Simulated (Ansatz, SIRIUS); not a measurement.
This is a calculation of CoO for SIRIUS 7.12.0. The cell is a database's computed one, not the measured one.

File sirius.json:

```json
{
  "control": {
    "processing_unit": "cpu",
    "verbosity": 2,
    "num_bands_to_print": 19,
    "print_forces": true,
    "print_stress": true
  },
  "parameters": {
    "electronic_structure_method": "pseudopotential",
    "xc_functionals": ["XC_GGA_X_PBE_SOL", "XC_GGA_C_PBE_SOL"],
    "gk_cutoff": 9.8,
    "pw_cutoff": 19.6,
    "ngridk": [11, 11, 11],
    "shiftk": [0, 0, 0],
    "smearing": "fermi_dirac",
    "smearing_width": 0.0018374661,
    "num_bands": 19,
    "num_mag_dims": 1,
    "num_dft_iter": 100,
    "energy_tol": 1e-08,
    "density_tol": 1e-06
  },
  "iterative_solver": {
    "type": "davidson",
    "min_tolerance": 1e-10
  },
  "mixer": {
    "type": "anderson",
    "beta": 0.5,
    "max_history": 8
  },
  "settings": {
    "tol_ne": 1e-10,
    "pseudo_grid_cutoff": 6.5,
    "smooth_initial_mag": true
  },
  "unit_cell": {
    "lattice_vectors": [
      [0.502517095852, 0.290128380571, 0.814433601446],
      [-0.502517095852, 0.290128380571, 0.814433601446],
      [0.0, -0.580256761142, 0.814433601446]
    ],
    "lattice_vectors_scale": 5.6613499353,
    "atom_coordinate_units": "lattice",
    "atom_types": ["Co", "O"],
    "atom_files": {
      "Co": "Co.json",
      "O": "O.json"
    },
    "atoms": {
      "Co": [
        [0.0, 0.0, 0.0, 0.0, 0.0, 2.0]
      ],
      "O": [
        [0.5, 0.5, 0.5, 0.0, 0.0, 0.0]
      ]
    }
  }
}
```

Potentials or basis: PseudoDojo 0.4.1 PBEsol standard (scalar relativistic).

Launch:

```bash
$ upf_to_json Co.upf
$ upf_to_json O.upf
$ OMP_NUM_THREADS=1 sirius.scf --input=sirius.json --output=out.json --task=0
```

**Question.** Translate it to Ansatz 0.2.0. Potentials or basis there: Ansatz PAW, cutoff 420 eV.

**Answer.** As run (cutoffs and basis follow the program's own potentials, and thresholds, step limits or extra output files can differ):

File input.yaml:

```yaml
crystal:
  lattice:
    - [1.5054695445, 0.8691832468, 2.4399269062]
    - [-1.5054695445, 0.8691832468, 2.4399269062]
    - [0.0, -1.7383664936, 2.4399269062]
  atoms:
    - { symbol: Co, position: [0.0, 0.0, 0.0], spin: 2.0 }
    - { symbol: O, position: [0.5, 0.5, 0.5] }
hamiltonian:
  xc: pbesol
  pseudopotentials: { kind: paw }
magnetization:
  spin_polarized: true
kpoints:
  mp_grid: { grid: [11, 11, 11] }
scf:
  occupations: { method: fermi_dirac, width: 0.05 }
output:
  forces: true
  stress: true
  eigenvalues: true
  write_density: true
  write_potential: true
  elf: true
  volumetric_format: npy
```

Potentials or basis: Ansatz PAW.

Command:

```console
$ ansatz run input.yaml --threads 1 --pin off --max-ram 3584MiB --backend cpu --events-out ev --progress --plain --runs-dir out
```

Both were run:

|  | SIRIUS | Ansatz |
| --- | --- | --- |
| Pressure | -9.4 GPa | -9.1 GPa |
| Net moment | 2.97 μB per cell | 2.94 μB per cell |
| Absolute moment | 2.99 μB per cell | 2.95 μB per cell |

Ansatz's pressure holds a Pulay term of +0.77 GPa for its cutoff of 420 eV, which the other run lacks.

Ansatz's potentials were made for PBE.

Where Ansatz's input types no cutoff or centring, it takes its own default and a Γ-centred mesh.

The magnetic state is the one that the start led to; the real crystal's order can differ.

Pressure is positive in compression.
